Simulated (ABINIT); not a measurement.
# GaN (F-43m): G0W0 in ABINIT against the exchange cutoff

How does the gap of GaN (F-43m) converge in the exchange cutoff?

Program: ABINIT 10.8.3. Level of theory: PBE and many-body steps on it, plane waves. Results are calculated unless marked as measured.

Most raw output is cut from this account.

### 1. Starting point

The structure is cubic, space group F-43m (No. 216). The conventional cell has a = 4.507 Å, b = 4.507 Å, c = 4.507 Å, α = 90.00°, β = 90.00°, γ = 90.00°. Nearest to Ga lie 4 N at 1.95 Å. Nearest to N lie 4 Ga at 1.95 Å. Farther neighbours and most contacts between anions are not listed.

The cell and positions are those that the Materials Project relaxed with its own functionals (PBE, PBE+U or r2SCAN), kept fixed. This is not the form that GaN usually takes at ambient conditions.

### 2. Screening, 6×6×6 mesh, 114 bands, screening to 261.2 eV

This step: ABINIT 10.8.3; RPA screening on PBE, plane waves, norm-conserving pseudopotentials.

The RPA dielectric matrix is built and inverted for each q.

run.abi reads:

```
acell 3*1.0 Angstrom
rprim 
  0.000000000000 2.253500607500 2.253500607500
  2.253500607500 0.000000000000 2.253500607500
  2.253500607500 2.253500607500 0.000000000000
ntypat 2
znucl 31 7
natom 2
typat 1 2
xred 
  0.000000000000 0.000000000000 0.000000000000
  0.750000000000 0.750000000000 0.750000000000
pp_dirpath "pseudos"
pseudos "Ga.upf, N.upf"
ecut 36
ngkpt 6 6 6
nshiftk 1
shiftk 0 0 0
kptopt 1
chksymbreak 0
istwfk *1
occopt 1
irdwfk 1
optdriver 3
nband 114
ecuteps 9.6
inclvkb 2
awtr 1
symchi 1
indata_prefix "in"
outdata_prefix "out"
tmpdata_prefix "tmp"
```

Started as:

```
> OMP_NUM_THREADS=1 mpirun -n 8 abinit run.abi > log
```

Wall time 49 s (8 MPI ranks of Arm Neoverse V2, shared host); peak memory 1.4 GiB.

Numbers from this step:

- ε∞ with local fields, on this mesh, along the program's q direction: 6.387
- the same without local fields: 6.883
- plasma frequency: 32.93 eV
- plane waves in the screening matrix: 229

Local fields lower ε∞ by 7 %.

### 3. 3.6 Ha

This step: G0W0 on PBE, plane waves, norm-conserving pseudopotentials.

Changes to run.abi since step 2:

```diff
@@ -23,8 +23,15 @@
 irdwfk 1
-optdriver 3
+optdriver 4
 nband 114
+gwcalctyp 0
+ecutsigx 3.6
+symsigma 1
+nkptgw 1
+kptgw 
+  0.0000000000 0.0000000000 0.0000000000
+bdgw 
+  7 13
 ecuteps 9.6
-inclvkb 2
-awtr 1
-symchi 1
+irdscr 1
+ppmodel 1
 indata_prefix "in"
```

Elapsed: 2.5 s, on 8 MPI ranks; peak memory 0.14 GiB; 20 s of CPU time.

Numbers from this step:

| Property | Result |
| --- | --- |
| G0W0 gap on the points computed | 1.548 eV |
| starting gap on the mesh | 1.759 eV |
| k of the valence top | 0, 0, 0 |
| k of the conduction bottom | 0, 0, 0 |
| Z at the valence top | 0.801 |
| Z at the conduction bottom | 0.825 |
| least direct G0W0 gap on the computed points | 1.548 eV |

### 4. 7.2 Ha

Changes to run.abi since step 3:

```diff
@@ -26,3 +26,3 @@
 gwcalctyp 0
-ecutsigx 3.6
+ecutsigx 7.2
 symsigma 1
```

The job ended after 3.5 s (8 MPI ranks; peak memory 1.1 GiB).

Numbers from this step:

| Property | Result |
| --- | --- |
| G0W0 gap on the points computed | 1.717 eV |
| starting gap on the mesh | 1.759 eV |
| k of the valence top | 0, 0, 0 |
| k of the conduction bottom | 0, 0, 0 |
| Z at the valence top | 0.797 |
| Z at the conduction bottom | 0.821 |
| least direct G0W0 gap on the computed points | 1.717 eV |

### 5. 14.4 Ha

The self-energy is evaluated for the states that the input lists, and the levels follow from it, in one-shot runs by the linearised quasiparticle equation.

Changes to run.abi since step 4:

```diff
@@ -26,3 +26,3 @@
 gwcalctyp 0
-ecutsigx 7.2
+ecutsigx 14.4
 symsigma 1
```

It took 5.5 s on 8 MPI ranks; peak memory 1.2 GiB; 44 s of CPU time.

This step gave:

- G0W0 gap on the points computed: 1.946 eV
- starting gap on the mesh: 1.759 eV
- k of the valence top: 0, 0, 0
- k of the conduction bottom: 0, 0, 0
- least direct G0W0 gap on the computed points: 1.946 eV

The gap on the mesh goes from 1.76 eV to 1.95 eV, a correction of +0.19 eV.

### 6. 25.2 Ha

Changes to run.abi since step 5:

```diff
@@ -26,3 +26,3 @@
 gwcalctyp 0
-ecutsigx 14.4
+ecutsigx 25.2
 symsigma 1
```

It took 5.6 s on 8 MPI ranks; peak memory 1.2 GiB.

This step gave:

* G0W0 gap on the points computed: 2.073 eV
* starting gap on the mesh: 1.759 eV
* k of the valence top: 0, 0, 0
* k of the conduction bottom: 0, 0, 0
* least direct G0W0 gap on the computed points: 2.073 eV

Against the run before, the gap moves by +0.127 eV.

### 7. 36 Ha

Changes to run.abi since step 6:

```diff
@@ -26,3 +26,3 @@
 gwcalctyp 0
-ecutsigx 25.2
+ecutsigx 36
 symsigma 1
```

Run time: 5.7 s. Hardware: 8 MPI ranks; peak memory 1.2 GiB; 44 s of CPU time.

This step gave:

```yaml
g0w0_gap_on_the_points_computed: 2.107 eV
starting_gap_on_the_mesh: 1.759 eV
k_of_the_valence_top: 0, 0, 0
k_of_the_conduction_bottom: 0, 0, 0
least_direct_g0w0_gap_on_the_computed_points: 2.107 eV
```

Against the run before, the gap moves by +0.034 eV.

### 8. The runs together

Times are wall times on 8 MPI ranks of Arm Neoverse V2, shared host, good to a factor of about two. A run's time includes the screening step that it read.

```
    run   mesh  bands  screening cutoff (eV)  DFT gap (eV)  gap on the mesh (eV)  direct (eV)  ε∞ used  time
 3.6 Ha  6×6×6    114                  261.2         1.759                 1.548        1.548     6.39  52 s
 7.2 Ha  6×6×6    114                  261.2         1.759                 1.717        1.717     6.39  53 s
14.4 Ha  6×6×6    114                  261.2         1.759                 1.946        1.946     6.39  55 s
25.2 Ha  6×6×6    114                  261.2         1.759                 2.073        2.073     6.39  55 s
  36 Ha  6×6×6    114                  261.2         1.759                 2.107        2.107     6.39  55 s
```

### 9. Summary of results

* 3.6 Ha: 1.548 eV
* 7.2 Ha: 1.717 eV
* 14.4 Ha: 1.946 eV
* 25.2 Ha: 2.073 eV
* 36 Ha: 2.107 eV
* known limits: not at the basis limit; exchange with frozen shells missing; no spin-orbit coupling

The setting moved: exchange cutoff. From 3.6 Ha to 36 Ha the gap moves by +0.56 eV. The last step still moves it by +0.034 eV. Bands and screening cutoff are coupled, so a series along one setting does not show full convergence. Below the screening cutoff the correlation part is cut too. Bands and cutoff are finite, so the gap is not at the basis limit. The miss can reach some tenths of an eV and take either sign; the mesh is an error of its own. In the G0W0 runs levels were corrected at 1 k point alone, so a gap called «on the mesh» is the least over those, and an edge elsewhere would be missed. The norm-conserving file of at least one element keeps a d shell over frozen s and p shells of the same row. Exchange with those shells is missing from the self-energy, an error of 0.3 to 0.9 eV in cases checked, whose sign depends on which edge lies on those atoms. The many-body steps are scalar-relativistic: spin-orbit coupling is not in them.

[Paths, hosts, dates, memory and timing lines, banners, echoed tables and standing remarks are left out of the program output.]

[Logs are printed without paths, hosts, clocks, repeated set-up lines and the standing remarks that a program may print on its own settings, such as how far it seeks lower states.]

[Runs of the session that timed out or met a known fault of the program may be left out.]

[Hosts, paths, dates, database ids (printed as entryN), source tags and the programs' standing remarks are cut or masked in the printed files.]

[G0W0 gaps are taken among the corrected bands and points alone; a level outside them can change the order at an edge.]

[Where Ansatz stands beside ABINIT at settings called matched, ABINIT's density can come from a denser mesh and the files from another edition; pairs whose starting gaps differed by over 0.03 eV were left out, so agreement reads better than it is.]
